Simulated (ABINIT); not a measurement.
Runs of ABINIT 10.8.3 (patched build) on NbAs. Symmetry: I4_1md, No. 109, tetragonal system. Conventional cell: a = 3.452 Å, b = 3.452 Å, c = 11.680 Å, α = 90.00°, β = 90.00°, γ = 90.00°. Around Nb (site symmetry 2mm) lie 6 As at 2.60 to 2.63 Å. As (site symmetry 2mm) is surrounded by 6 Nb at 2.60 to 2.63 Å. 

```tsv
task	level	potentials or basis	cell	k mesh	cutoff (eV)	fine-grid cutoff	cell freedom (optcell)	cutoff smearing ecutsm (Ha)	optimiser (ionmov)	force stop (Ha/bohr)	mesh quality	gap on the mesh (eV)	pressure (GPa)	relaxed volume (Å³/atom)	largest force (eV/Å)
single point	LDA	JTH PAW LDA v2.0	as given	7 × 7 × 7	408	816.342 eV	-	-	-	-	coarse	none	-	-	0.28
single point	PBE	JTH PAW PBE v2.0	as given	9 × 9 × 9	435	870.764 eV	-	-	-	-	not flagged	none	3.0	-	0.30
single point	PBE	JTH PAW PBE v2.0	as given	4 × 4 × 4	435	870.764 eV	-	-	-	-	coarse	none	(b)	-	0.29
single point	PBE	JTH PAW PBE v2.0	as given	11 × 11 × 11	435	870.764 eV	-	-	-	-	not flagged	none	3.0	-	0.30
relaxation of cell and atoms	PBEsol	JTH PAW PBE v2.0	relaxed	6 × 6 × 6	435	870.764 eV	2	0.5	2	5e-05	coarse	-	0.0	17.16	-
single point	r2SCAN	JTH PAW PBE v2.0	as given	4 × 4 × 4	517	1034.03 eV	-	-	-	-	coarse	none	-	-	(a)
band structure	PBEsol	JTH PAW PBE v2.0	as given	11 × 11 × 11	435	870.764 eV	-	-	-	-	not flagged	none	-2.6	-	0.29
single point	PBEsol	JTH PAW PBE v2.0	as given	7 × 7 × 7	435	870.764 eV	-	-	-	-	coarse	none	(c)	-	0.30
single point	PBE	JTH PAW PBE v2.0	as given	7 × 7 × 7	435	870.764 eV	-	-	-	-	coarse	none	3.0	-	0.31
single point	LDA	JTH PAW LDA v2.0	as given	4 × 4 × 4	408	816.342 eV	-	-	-	-	coarse	none	-	-	0.26
relaxation of cell and atoms	LDA	JTH PAW LDA v2.0	relaxed	7 × 7 × 7	435	870.764 eV	2	0.5	2	0.0005	coarse	-	0.0	16.84	0.01
```

Alike in all rows: no spin polarisation; smearing fermi-dirac 0.05 eV.

Task: Estimate the missing entries.

Result: (a) 0.27; (b) 3.4; (c) -2.5.

Caveats: some runs use coarse meshes; the PAW data sets were made with another functional, which shifts forces and pressure a little (some runs).

A k mesh can miss the band edges, and the runs leave out spin-orbit coupling on As, Nb.

A gap of «none» marks a metal or a gap under the smearing width.

Not every run made on this cell is shown here.
